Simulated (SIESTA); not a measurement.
Crystal: PtS2.

```
Pt S
1.0
     3.54320    0.00000    0.00000
    -1.77160    3.06850    0.00000
     0.00000    0.00000    5.03880
Pt S
1 2
Cartesian
  0.0000 0.0000 0.0000
  1.7716 1.0228 3.8950
  0.0000 2.0457 1.1438
```

Base run:

| Item | Value |
| --- | --- |
| Program | SIESTA 5.4.2 |
| Functional | LDA |
| Potentials or basis | PseudoDojo 0.4 standard (LDA files) |
| Basis | DZP (energy shift 0.003 Ry; two zetas on semicore shells) |
| Grid cutoff | 800 Ry |
| Energy shift | 0.003 Ry |
| k mesh | 9 × 9 × 5 |
| Occupations | fermi-dirac, width 0.05 eV |
| Spin | no spin polarisation |

Its results: band gap on the k mesh 0.87 eV, indirect (least direct gap 0.91 eV); pressure 6.7 GPa; largest force 1.469 eV/Å.

Problem. The run is repeated on the same cell with these changes: functional from LDA to PBEsol; potentials or basis from PseudoDojo 0.4 standard (LDA files) to PseudoDojo 0.4 standard (PBEsol files). What comes out?

Solution. Band gap on the k mesh 0.91 eV, indirect (least direct gap 0.95 eV); pressure 9.5 GPa; largest force 1.612 eV/Å.

Caveats: short orbitals over semicore shells can move pressures by several GPa; spin-orbit coupling is left out, which moves the levels of the heavy elements; the basis of atomic orbitals isn't converged, which shifts pressures, moduli and gaps; forces of over 1 eV/Å show positions far from the minimum, so gaps and moduli don't describe the material at rest.
